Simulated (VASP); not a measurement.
# Al2O3 (Corundum) (R-3c) in VASP: notebook

One crystal, Al2O3 (Corundum), is run at these levels: LDA; tasks: single point.

Program: VASP 6.6.1. These are calculated values, not measurements. Logs are shortened: lines on timing, memory, paths and dates and some standing lists are left out, and cuts for length are marked.

## (1) Starting point

Symmetry: R-3c, No. 167, trigonal system. The conventional cell has a = 4.760 Å, b = 4.760 Å, c = 12.996 Å, α = 90.00°, β = 90.00°, γ = 120.00°. Al (site symmetry 3) has 6 O at 1.85 to 1.97 Å as nearest neighbours. O (site symmetry 2) has 4 Al at 1.85 to 1.97 Å as nearest neighbours.

## (2) Single point, LDA

Input file INCAR:

```
SYSTEM = Al2O3
  PREC = Accurate
  ENCUT = 460
  EDIFF = 1E-7
  ISMEAR = 0
  SIGMA = 0.05
  LREAL = .False.
  LASPH = .True.
  NELM = 100
  ALGO = Normal
  ISIF = 2
  LWAVE = .False.
  LCHARG = .False.
  GGA = CA
  NBANDS = 35
  ADDGRID = .True.
```

Input file KPOINTS:

```
Automatic mesh
0
Gamma
  4 4 4
  0 0 0
```

Input file POSCAR:

```
Al2O3
1.0
    2.3802500000      1.3742379782      4.3318666667
   -2.3802500000      1.3742379782      4.3318666667
    0.0000000000     -2.7484759565      4.3318666667
Al O
4 6
Direct
    0.8521600000      0.8521600000      0.8521600000
    0.6478400000      0.6478400000      0.6478400000
    0.1478400000      0.1478400000      0.1478400000
    0.3521600000      0.3521600000      0.3521600000
    0.0566800000      0.7500000000      0.4433200000
    0.7500000000      0.4433200000      0.0566800000
    0.4433200000      0.0566800000      0.7500000000
    0.9433200000      0.2500000000      0.5566800000
    0.2500000000      0.5566800000      0.9433200000
    0.5566800000      0.9433200000      0.2500000000
```

Potentials or basis: VASP PAW LDA potentials, release 64 (Al, O).

Launch:

```bash
> cat potpaw_LDA.64/Al/POTCAR potpaw_LDA.64/O/POTCAR > POTCAR
> mpirun -np 1 vasp_std > vasp.out
```

OUTCAR:

```text
SYSTEM = Al2O3
   PREC = Accurate
   ENCUT = 460
   EDIFF = 1E-7
   ISMEAR = 0
   LREAL = .False.
   LASPH = .True.
   NELM = 100
   ISIF = 2
   GGA = CA

 Found     13 irreducible k-points:

 Following reciprocal coordinates:
            Coordinates               Weight
  0.000000  0.000000  0.000000      1.000000
  0.250000  0.000000 -0.000000      6.000000
  0.500000  0.000000 -0.000000      3.000000
  0.250000  0.250000 -0.000000      6.000000
  0.500000  0.250000  0.000000     12.000000
 -0.250000  0.250000  0.000000      6.000000
   k-points           NKPTS =     13   k-points in BZ     NKDIM =     13   number of bands    NBANDS=     35
   number of dos      NEDOS =    301   number of ions     NIONS =     10
   total plane-waves  NPLWV =  46656
   dimension x,y,z NGX =    36 NGY =   36 NGZ =   36
   dimension x,y,z NGXF=    72 NGYF=   72 NGZF=   72
   ions per type =               4   6
   NGX,Y,Z   is equivalent  to a cutoff of  11.67, 11.67, 11.67 a.u.
   NGXF,Y,Z  is equivalent  to a cutoff of  23.33, 23.33, 23.33 a.u.
 SYSTEM =  Al2O3
   PREC   = accura    normal or accurate (medium, high low for compatibility)
   ISTART =      0    job   : 0-new  1-cont  2-samecut
   ICHARG =      2    charge: 1-file 2-atom 10-const
   ISPIN  =      1    spin polarized calculation?
   LNONCOLLINEAR =      F non collinear calculations
   LSORBIT =      F    spin-orbit coupling
   LASPH  =      T    aspherical Exc in radial PAW
   ENCUT  =  460.0 eV  33.81 Ry    5.81 a.u.   8.97  8.97  8.97*2*pi/ulx,y,z
   NELM   =    100;   NELMIN=  2; NELMDL= -5     # of ELM steps
   EDIFF  = 0.1E-06   stopping-criterion for ELM
   LREAL  =      F    real-space projection
   EDIFFG = 0.1E-05   stopping-criterion for IOM
   NSW    =      0    number of steps for IOM
   IBRION =     -1    ionic relax: 0-MD 1-quasi-New 2-CG
   NFREE  =      0    steps in history (QN), initial steepest desc. (CG)
   ISIF   =      2    stress and relaxation
   ISYM   =      2    0-nonsym 1-usesym 2-fastsym
   POTIM  = 0.5000    time-step for ionic-motion
   TEBEG  =    0.0;   TEEND  =   0.0 temperature during run
   PSTRESS=    0.0 pullay stress
   NELECT =      48.0000    total number of electrons
   NUPDOWN=      -1.0000    fix difference up-down
   EMIN   =  10.00;   EMAX   =-10.00  energy-range for DOS
   EFERMI =   0.00;   METHOD = LEGACY
   ISMEAR =     0;   SIGMA  =   0.05  broadening in eV -4-tet -1-fermi 0-gaus
   EFERMI_NEDOS =   21; number of points for ismear=-14 and -15
   IALGO  =     38    algorithm
   IMIX   =      4    mixing-type and parameters
     AMIX     =   0.40;   BMIX     =  1.00
     AMIX_MAG =   1.60;   BMIX_MAG =  1.00
  volume/ion in A,a.u.               =       8.50        57.37
  Fermi-wavevector in a.u.,A,eV,Ry     =   1.353064  2.556920 24.909299  1.830782
  Thomas-Fermi vector in A             =   2.480350
   LORBIT       =      0    0 simple, 1 ext, 2 COOP (PROOUT), +10 PAW based schemes
   GGA     = CA    functional components
   LHFCALC =     F    Hartree Fock is set to
   AEXX    =    0.0000 exact exchange contribution
   IVDW    =     0    specifies the selected vdW correction
   LEPSILON=     F    determine dielectric tensor
   LRPA    =     F    only Hartree local field effects (RPA)
 non-spin polarized calculation
 Gauss-broadening in eV      SIGMA  =   0.05
  energy-cutoff  :      460.00
  volume of cell :       85.02
 maximum number of plane-waves:      1928
   NGX = 17   NGY = 17   NGZ = 17

 number of electron      48.0000000 magnetization

 Free energy of the ion-electron system (eV)
  ---------------------------------------------------
  ext. energy  EPLUGINS =         0.00000000
  ---------------------------------------------------
  free energy    TOTEN  =       -83.11074519 eV

  energy without entropy =      -83.11074519  energy(sigma->0) =      -83.11074519

 E-fermi :   6.0906     XC(G=0): -12.1649

 val. band max:        5.8282084239   @ k =   0.0000   0.0000   0.0000
 cond. band min:      11.9960830545   @ k =   0.0000   0.0000   0.0000
 fundamental gap:      6.1678746306
 Fermi energy:         6.0905964378

 k-point     1 :       0.0000    0.0000    0.0000
  band No.  band energies     occupation
      1     -13.1912      2.00000
      2     -10.7601      2.00000
      3     -10.4669      2.00000
      4     -10.4669      2.00000
      5     -10.1409      2.00000
      6     -10.1409      2.00000
[... 27 lines left out ...]
     34      19.1792      0.00000
     35      20.1996      0.00000

 k-point     2 :       0.2500    0.0000   -0.0000
  band No.  band energies     occupation
      1     -12.8640      2.00000
      2     -11.0331      2.00000
      3     -10.5532      2.00000
      4     -10.5192      2.00000
      5     -10.2852      2.00000
      6     -10.1748      2.00000
[... 27 lines left out ...]
     34      18.7797      0.00000
     35      19.5110      0.00000

 k-point     3 :       0.5000    0.0000   -0.0000
  band No.  band energies     occupation
      1     -12.0015      2.00000
      2     -12.0015      2.00000
      3     -10.4879      2.00000
      4     -10.4879      2.00000
      5     -10.3547      2.00000
      6     -10.3547      2.00000
[... 27 lines left out ...]
     34      18.3837      0.00000
     35      18.7602      0.00000

 k-point     4 :       0.2500    0.2500   -0.0000
  band No.  band energies     occupation
      1     -12.7786      2.00000
      2     -10.9217      2.00000
      3     -10.6981      2.00000
      4     -10.5337      2.00000
      5     -10.4804      2.00000
      6     -10.1128      2.00000
[... 27 lines left out ...]
     34      19.0518      0.00000
     35      19.3526      0.00000

 k-point     5 :       0.5000    0.2500    0.0000
  band No.  band energies     occupation
      1     -12.1366      2.00000
      2     -11.4842      2.00000
      3     -10.8676      2.00000
      4     -10.6766      2.00000
      5     -10.5253      2.00000
      6     -10.1135      2.00000
[... 27 lines left out ...]
     34      18.9443      0.00000
     35      19.2079      0.00000

 k-point     6 :      -0.2500    0.2500    0.0000
  band No.  band energies     occupation
      1     -12.3522      2.00000
      2     -11.3550      2.00000
      3     -10.8944      2.00000
      4     -10.4482      2.00000
      5     -10.3681      2.00000
      6     -10.2948      2.00000
[... 27 lines left out ...]
     34      18.7048      0.00000
     35      19.3062      0.00000

 [... further k-points ...]
[... 5 lines left out ...]
  --------------------------------------------------------------------------------------
  -------------------------------------------------------------------------------------
  Total       -2.7638752     -2.7638752     -2.9762854      0.0000000      0.0000000      0.0000000
  in kB      -52.0856589    -52.0856589    -56.0885615      0.0000000      0.0000000      0.0000000
  external PRESSURE =     -53.4199598 kB  Pullay stress =       0.0000000 kB

 VOLUME and BASIS-vectors are now :
 -----------------------------------------------------------------------------
  energy-cutoff  :      460.00
  volume of cell :       85.02
      direct lattice vectors                 reciprocal lattice vectors
     2.380250000  1.374237978  4.331866667     0.210061968  0.121279334  0.076949121
    -2.380250000  1.374237978  4.331866667    -0.210061968  0.121279334  0.076949121
     0.000000000 -2.748475957  4.331866667     0.000000000 -0.242558668  0.076949121

 POSITION                                       TOTAL-FORCE (eV/Angst)
 -----------------------------------------------------------------------------------
      0.00000     -0.00000     11.07433         0.000000      0.000000     -0.057050
      0.00000     -0.00000      8.41907         0.000000     -0.000000      0.057050
      0.00000     -0.00000      1.92127         0.000000     -0.000000      0.057050
      0.00000     -0.00000      4.57653         0.000000      0.000000     -0.057050
     -1.65027     -0.10988      5.41483        -0.060943     -0.105556      0.000000
      0.72998      1.48412      5.41483        -0.060943      0.105556      0.000000
      0.92030     -1.37424      5.41483         0.121886      0.000000     -0.000000
      1.65027      0.10988      7.58077         0.060943      0.105556      0.000000
     -0.72998     -1.48412      7.58077         0.060943     -0.105556      0.000000
     -0.92030      1.37424      7.58077        -0.121886      0.000000      0.000000
 -----------------------------------------------------------------------------------
    total drift:                               -0.000000      0.000000     -0.000000

  FREE ENERGIE OF THE ION-ELECTRON SYSTEM (eV)
  ---------------------------------------------------
  free  energy   TOTEN  =       -83.1107451932 eV

  energy  without entropy=      -83.1107451932  energy(sigma->0) =      -83.11074519
```

Run time: 18 s. Hardware: 1 thread of Intel Xeon 6975P-C (Granite Rapids), shared host; peak memory 0.25 GiB.

The run converged, but some of its settings lie outside the range that counts as converged, so its numbers aren't taken as properties of the crystal.

Results:

- Free energy: -83.1107 eV
- Pressure: -5.3 GPa
- Largest force: 0.122 eV/Å
- Band gap on the k mesh: 6.17 eV, direct

Caveat: the cutoff is under 1.25 times the usual one of these potentials, so pressure, stress and relaxed cells hold a basis-set (Pulay) error.

## (3) Single point, LDA

Input file INCAR:

```
SYSTEM = Al2O3
  PREC = Normal
  ENCUT = 460
  EDIFF = 1E-4
  ISMEAR = 0
  SIGMA = 0.05
  LREAL = Auto
  LASPH = .True.
  NELM = 100
  ALGO = Normal
  ISIF = 2
  LWAVE = .False.
  LCHARG = .False.
  GGA = CA
  NBANDS = 35
  ADDGRID = .False.
```

KPOINTS is that of step 2.

POSCAR is that of step 2.

Potentials or basis: VASP PAW LDA potentials, release 64 (Al, O).

Launch:

```bash
> cat potpaw_LDA.64/Al/POTCAR potpaw_LDA.64/O/POTCAR > POTCAR
> mpirun -np 1 vasp_std > vasp.out
```

Wall time 9.8 s (1 thread of Intel Xeon 6975P-C (Granite Rapids), shared host); peak memory 0.14 GiB.

These settings aren't checked as converged: the numbers below hold their error.

Results:

- Free energy: -83.1138 eV
- Pressure: -5.7 GPa
- Largest force: 0.119 eV/Å
- Band gap on the k mesh: 6.17 eV, direct

Caveat: the cutoff is under 1.25 times the usual one of these potentials, so pressure, stress and relaxed cells hold a basis-set (Pulay) error.

## (4) Single point, LDA

Input file INCAR:

```
SYSTEM = Al2O3
  PREC = Accurate
  ENCUT = 520
  EDIFF = 1E-7
  ISMEAR = 0
  SIGMA = 0.05
  LREAL = .False.
  LASPH = .True.
  NELM = 100
  ALGO = Normal
  ISIF = 2
  LWAVE = .False.
  LCHARG = .False.
  GGA = CA
  NBANDS = 35
  ADDGRID = .False.
```

KPOINTS is that of step 3.

POSCAR is that of step 3.

Launch:

```bash
> cat potpaw_LDA.64/Al/POTCAR potpaw_LDA.64/O/POTCAR > POTCAR
> mpirun -np 1 vasp_std > vasp.out
```

It took 19 s on 1 thread of Intel Xeon 6975P-C (Granite Rapids), shared host; peak memory 0.19 GiB.

The run converged, but some of its settings lie outside the range that counts as converged, so its numbers aren't taken as properties of the crystal.

What came out:

```yaml
Free_energy: -83.0833 eV
Pressure: -4.5 GPa
Largest_force: 0.124 eV/Å
Band_gap_on_the_k_mesh: 6.17 eV, direct
```

## (5) The reference run

An earlier run on the cell as given: functional PBE; potentials or basis VASP PAW PBE potentials, release 64 (Al, O); cutoff 520 eV; k mesh 7 × 7 × 7; occupations fermi-dirac, width 0.05 eV; no spin polarisation.

* Pressure: 7.2 GPa
* Largest force: 0.027 eV/Å
* Band gap on the k mesh: 6.22 eV, direct
